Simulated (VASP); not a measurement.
# Hg (C2/m) in VASP: further runs

One crystal, Hg, is run at these levels: r2SCAN; tasks: single point.

Program: VASP 6.6.1. These are calculated values, not measurements. Logs are shortened: lines on timing, memory, paths and dates and some standing lists are left out, and cuts for length are marked.

## 1. Starting point

The structure is monoclinic, space group C2/m (No. 12). The conventional cell has a = 4.249 Å, b = 5.345 Å, c = 3.583 Å, α = 90.00°, β = 126.18°, γ = 90.00°. Hg (site symmetry 2/m) is surrounded by 8 Hg at 3.41 to 3.59 Å.

## 2. Single point, r2SCAN

Contents of INCAR:

```
SYSTEM = Hg
PREC = Accurate
ENCUT = 460
EDIFF = 1E-6
ISMEAR = -1
SIGMA = 0.1
LREAL = .FALSE.
LASPH = .TRUE.
NELM = 100
ALGO = Normal
ISIF = 2
LWAVE = .FALSE.
LCHARG = .FALSE.
METAGGA = R2SCAN
LMIXTAU = .TRUE.
NBANDS = 12
ADDGRID = .FALSE.
```

Contents of KPOINTS:

```
Automatic mesh
0
G
  10 10 10
  0 0 0
```

Contents of POSCAR:

```
Hg
1.0
    2.1243184923     -2.6725824964      0.0000000000
    2.1243184923      2.6725824964      0.0000000000
   -2.1151288124      0.0000000000      2.8921990043
Hg
1
Direct
    0.0000000000      0.0000000000      0.0000000000
```

Potentials or basis: VASP PAW PBE potentials, release 64 (Hg).

On the command line:

```bash
> cat potpaw_PBE.64/Hg/POTCAR > POTCAR
> mpirun -np 1 vasp_std > vasp.out
```

OUTCAR:

```text
SYSTEM = Hg
   PREC = Accurate
   ENCUT = 460
   EDIFF = 1E-6
   ISMEAR = -1
   LREAL = .FALSE.
   LASPH = .TRUE.
   NELM = 100
   ISIF = 2
   METAGGA = R2SCAN

 Found    282 irreducible k-points:

 Following reciprocal coordinates:
            Coordinates               Weight
  0.000000  0.000000  0.000000      1.000000
  0.100000  0.000000  0.000000      4.000000
  0.200000  0.000000  0.000000      4.000000
  0.300000  0.000000  0.000000      4.000000
  0.400000  0.000000  0.000000      4.000000
  0.500000 -0.000000  0.000000      2.000000
   k-points           NKPTS =    282   k-points in BZ     NKDIM =    282   number of bands    NBANDS=     12
   number of dos      NEDOS =    301   number of ions     NIONS =      1
   total plane-waves  NPLWV =  16128
   dimension x,y,z NGX =    24 NGY =   24 NGZ =   28
   dimension x,y,z NGXF=    48 NGYF=   48 NGZF=   56
   ions per type =               1
   NGX,Y,Z   is equivalent  to a cutoff of  11.69, 11.69, 12.99 a.u.
   NGXF,Y,Z  is equivalent  to a cutoff of  23.37, 23.37, 25.98 a.u.
 SYSTEM =  Hg
   PREC   = accura    normal or accurate (medium, high low for compatibility)
   ISTART =      0    job   : 0-new  1-cont  2-samecut
   ICHARG =      2    charge: 1-file 2-atom 10-const
   ISPIN  =      1    spin polarized calculation?
   LNONCOLLINEAR =      F non collinear calculations
   LSORBIT =      F    spin-orbit coupling
   LASPH  =      T    aspherical Exc in radial PAW
   ENCUT  =  460.0 eV  33.81 Ry    5.81 a.u.   5.97  5.97  6.27*2*pi/ulx,y,z
   NELM   =    100;   NELMIN=  2; NELMDL= -5     # of ELM steps
   EDIFF  = 0.1E-05   stopping-criterion for ELM
   LREAL  =      F    real-space projection
   EDIFFG = 0.1E-04   stopping-criterion for IOM
   NSW    =      0    number of steps for IOM
   IBRION =     -1    ionic relax: 0-MD 1-quasi-New 2-CG
   NFREE  =      0    steps in history (QN), initial steepest desc. (CG)
   ISIF   =      2    stress and relaxation
   ISYM   =      2    0-nonsym 1-usesym 2-fastsym
   POTIM  = 0.5000    time-step for ionic-motion
   TEBEG  =    0.0;   TEEND  =   0.0 temperature during run
   PSTRESS=    0.0 pullay stress
   NELECT =      12.0000    total number of electrons
   NUPDOWN=      -1.0000    fix difference up-down
   EMIN   =  10.00;   EMAX   =-10.00  energy-range for DOS
   EFERMI =   0.00;   METHOD = LEGACY
   ISMEAR =    -1;   SIGMA  =   0.10  broadening in eV -4-tet -1-fermi 0-gaus
   EFERMI_NEDOS =   21; number of points for ismear=-14 and -15
   IALGO  =     38    algorithm
   IMIX   =      4    mixing-type and parameters
     AMIX     =   0.40;   BMIX     =  1.00
     AMIX_MAG =   1.60;   BMIX_MAG =  1.00
  volume/ion in A,a.u.               =      32.84       221.62
  Fermi-wavevector in a.u.,A,eV,Ry     =   1.170395  2.211725 18.637577  1.369823
  Thomas-Fermi vector in A             =   2.306854
   LORBIT       =      0    0 simple, 1 ext, 2 COOP (PROOUT), +10 PAW based schemes
   METAGGA = R2SCAN    functional components
   LHFCALC =     F    Hartree Fock is set to
   AEXX    =    0.0000 exact exchange contribution
   IVDW    =     0    specifies the selected vdW correction
   LEPSILON=     F    determine dielectric tensor
   LRPA    =     F    only Hartree local field effects (RPA)
 non-spin polarized calculation
  energy-cutoff  :      460.00
  volume of cell :       32.84
 maximum number of plane-waves:       762
   NGX = 11   NGY = 11   NGZ = 13

 number of electron      12.0000003 magnetization

 Free energy of the ion-electron system (eV)
  ---------------------------------------------------
  ext. energy  EPLUGINS =         0.00000000
  ---------------------------------------------------
  free energy    TOTEN  =       -49.32623645 eV

  energy without entropy =      -49.32232177  energy(sigma->0) =      -49.32427911

 E-fermi :   0.5785     XC(G=0):  -9.5761

 val. band max:        0.3406657925   @ k =   0.5000  -0.0000   0.5000
 cond. band min:       0.5821531054   @ k =  -0.4000   0.5000   0.4000
 fundamental gap:      0.2414873129
 Fermi energy:         0.5784928965

 k-point     1 :       0.0000    0.0000    0.0000
  band No.  band energies     occupation
      1      -6.4831      2.00000
      2      -6.3206      2.00000
      3      -6.1000      2.00000
      4      -6.0776      2.00000
      5      -5.7647      2.00000
      6      -5.6436      2.00000
      7      12.5977      0.00000
      8      12.8091      0.00000
      9      13.2462      0.00000
     10      14.6321      0.00000
     11      14.8776      0.00000
     12      17.0405      0.00000

 k-point     2 :       0.1000    0.0000    0.0000
  band No.  band energies     occupation
      1      -6.3522      2.00000
      2      -6.2300      2.00000
      3      -6.1104      2.00000
      4      -6.0216      2.00000
      5      -5.7747      2.00000
      6      -5.6576      2.00000
      7      10.8674      0.00000
      8      12.1008      0.00000
      9      12.8352      0.00000
     10      14.1957      0.00000
     11      14.7384      0.00000
     12      16.4189      0.00000

 k-point     3 :       0.2000    0.0000    0.0000
  band No.  band energies     occupation
      1      -6.3447      2.00000
      2      -6.1763      2.00000
      3      -5.9068      2.00000
      4      -5.8036      2.00000
      5      -5.6832      2.00000
      6      -5.5026      2.00000
      7       7.7062      0.00000
      8      10.8549      0.00000
      9      12.1406      0.00000
     10      13.5958      0.00000
     11      15.0800      0.00000
     12      15.6531      0.00000

 k-point     4 :       0.3000    0.0000    0.0000
  band No.  band energies     occupation
      1      -6.3952      2.00000
      2      -6.2642      2.00000
      3      -5.8047      2.00000
      4      -5.7036      2.00000
      5      -5.6599      2.00000
      6      -4.3931      2.00000
      7       4.6591      0.00000
      8       9.6713      0.00000
      9      11.3720      0.00000
     10      13.1307      0.00000
     11      15.0822      0.00000
     12      15.9405      0.00000

 k-point     5 :       0.4000    0.0000    0.0000
  band No.  band energies     occupation
      1      -6.4631      2.00000
      2      -6.3290      2.00000
      3      -5.8110      2.00000
      4      -5.6770      2.00000
      5      -5.4711      2.00000
      6      -2.8920      2.00000
      7       1.9748      0.00000
      8       8.8505      0.00000
      9      10.8184      0.00000
     10      12.8683      0.00000
     11      14.8224      0.00000
     12      16.7689      0.00000

 k-point     6 :       0.5000   -0.0000    0.0000
  band No.  band energies     occupation
      1      -6.4944      2.00000
      2      -6.3510      2.00000
      3      -5.8147      2.00000
      4      -5.6659      2.00000
      5      -5.3923      2.00000
      6      -1.6434      2.00000
      7       0.3288      1.84789
      8       8.5569      0.00000
      9      10.6206      0.00000
     10      12.7860      0.00000
     11      14.7407      0.00000
     12      17.1417      0.00000

 [... further k-points ...]

------------------------ aborting loop because EDIFF is reached ----------------------------------------

  FORCE on cell =-STRESS in cart. coord.  units (eV):
  Direction    XX          YY          ZZ          XY          YZ          ZX
  --------------------------------------------------------------------------------------
  -------------------------------------------------------------------------------------
  Total       -0.3513087     -0.2682837     -0.3989565      0.0000000      0.0000000     -0.0016295
  in kB      -17.1392024    -13.0886821    -19.4637799      0.0000000      0.0000000     -0.0794990
  external PRESSURE =     -16.5638882 kB  Pullay stress =       0.0000000 kB

 VOLUME and BASIS-vectors are now :
 -----------------------------------------------------------------------------
  energy-cutoff  :      460.00
  volume of cell :       32.84
      direct lattice vectors                 reciprocal lattice vectors
     2.124318492 -2.672582496  0.000000000     0.235369603 -0.187084964  0.172130973
     2.124318492  2.672582496  0.000000000     0.235369603  0.187084964  0.172130973
    -2.115128812  0.000000000  2.892199004     0.000000000  0.000000000  0.345757674

 POSITION                                       TOTAL-FORCE (eV/Angst)
 -----------------------------------------------------------------------------------
      0.00000      0.00000      0.00000         0.000000      0.000000      0.000000
 -----------------------------------------------------------------------------------
    total drift:                                0.000000      0.000000     -0.000000

  FREE ENERGIE OF THE ION-ELECTRON SYSTEM (eV)
  ---------------------------------------------------
  free  energy   TOTEN  =       -49.3262364523 eV

  energy  without entropy=      -49.3223217707  energy(sigma->0) =      -49.32427911
```

Wall time 4.2 min (1 thread of Intel Xeon Platinum 8259CL at 2.50GHz (Skylake/Cascade Lake), shared host); peak memory 0.22 GiB.

The run converged, but some of its settings lie outside the range that counts as converged, so its numbers aren't taken as properties of the crystal.

What came out:

- Free energy: -49.3262 eV
- Pressure: -1.7 GPa
- Band gap on the k mesh: none (metal or under the smearing width)

Caveat: the PAW data sets were made with another functional, which shifts forces and pressure a little.

## 3. Single point, r2SCAN

Changes to INCAR since step 2:

```diff
@@ -2,5 +2,5 @@
 PREC = Accurate
-ENCUT = 460
+ENCUT = 520
 EDIFF = 1E-6
-ISMEAR = -1
+ISMEAR = 0
 SIGMA = 0.1
```

KPOINTS is that of step 2.

POSCAR is that of step 2.

Potentials or basis: VASP PAW PBE potentials, release 64 (Hg).

On the command line:

```bash
> cat potpaw_PBE.64/Hg/POTCAR > POTCAR
> mpirun -np 1 vasp_std > vasp.out
```

It took 8.5 min on 1 thread of Intel Xeon Platinum 8259CL at 2.50GHz (Skylake/Cascade Lake), shared host; peak memory 0.25 GiB.

These settings aren't checked as converged: the numbers below hold their error.

Results:

* Free energy: -49.3243 eV
* Pressure: -1.7 GPa
* Band gap on the k mesh: none (metal or under the smearing width)

Caveat: the PAW data sets were made with another functional, which shifts forces and pressure a little.

## 4. Single point, r2SCAN

Changes to INCAR since step 3:

```diff
@@ -1,3 +1,3 @@
 SYSTEM = Hg
-PREC = Accurate
+PREC = Low
 ENCUT = 520
```

KPOINTS is that of step 3.

POSCAR is that of step 3.

On the command line:

```bash
> cat potpaw_PBE.64/Hg/POTCAR > POTCAR
> mpirun -np 1 vasp_std > vasp.out
```

Run time: 3.2 min. Hardware: 1 thread of Intel Xeon Platinum 8259CL at 2.50GHz (Skylake/Cascade Lake), shared host; peak memory 0.19 GiB.

The run converged, but some of its settings lie outside the range that counts as converged, so its numbers aren't taken as properties of the crystal.

What came out:

| Item | Value |
| --- | --- |
| Free energy | -49.3252 eV |
| Pressure | -1.6 GPa |
| Band gap on the k mesh | none (metal or under the smearing width) |

Caveat: the PAW data sets were made with another functional, which shifts forces and pressure a little.

## 5. Single point, r2SCAN

Changes to INCAR since step 4:

```diff
@@ -1,3 +1,3 @@
 SYSTEM = Hg
-PREC = Low
+PREC = Normal
 ENCUT = 520
```

KPOINTS is that of step 4.

POSCAR is that of step 4.

On the command line:

```bash
> cat potpaw_PBE.64/Hg/POTCAR > POTCAR
> mpirun -np 1 vasp_std > vasp.out
```

Run time: 3.3 min. Hardware: 1 thread of Intel Xeon Platinum 8259CL at 2.50GHz (Skylake/Cascade Lake), shared host; peak memory 0.21 GiB.

These settings aren't checked as converged: the numbers below hold their error.

Results:

```
Free energy            : -49.3243 eV
Pressure               : -1.7 GPa
Band gap on the k mesh : none (metal or under the smearing width)
```

Caveat: the PAW data sets were made with another functional, which shifts forces and pressure a little.

## 6. Single point, r2SCAN

Changes to INCAR since step 5:

```diff
@@ -1,3 +1,3 @@
 SYSTEM = Hg
-PREC = Normal
+PREC = Accurate
 ENCUT = 520
@@ -6,3 +6,3 @@
 SIGMA = 0.1
-LREAL = .FALSE.
+LREAL = Auto
 LASPH = .TRUE.
```

KPOINTS is that of step 5.

POSCAR is that of step 5.

Potentials or basis: VASP PAW PBE potentials, release 64 (Hg).

On the command line:

```bash
> cat potpaw_PBE.64/Hg/POTCAR > POTCAR
> mpirun -np 1 vasp_std > vasp.out
```

It took 8.9 min on 1 thread of Intel Xeon Platinum 8259CL at 2.50GHz (Skylake/Cascade Lake), shared host; peak memory 0.21 GiB.

These settings aren't checked as converged: the numbers below hold their error.

Results:

| Item | Value |
| --- | --- |
| Free energy | -49.3249 eV |
| Pressure | -1.7 GPa |
| Band gap on the k mesh | none (metal or under the smearing width) |

Caveat: the PAW data sets were made with another functional, which shifts forces and pressure a little.

## 7. For comparison

An earlier run on the cell as given: functional PBE; potentials or basis VASP PAW PBE potentials, release 64 (Hg); cutoff 520 eV; k mesh 9 × 9 × 9; occupations fermi-dirac, width 0.05 eV; no spin polarisation.

* Pressure: -0.5 GPa
* Band gap on the k mesh: none (metal or under the smearing width)
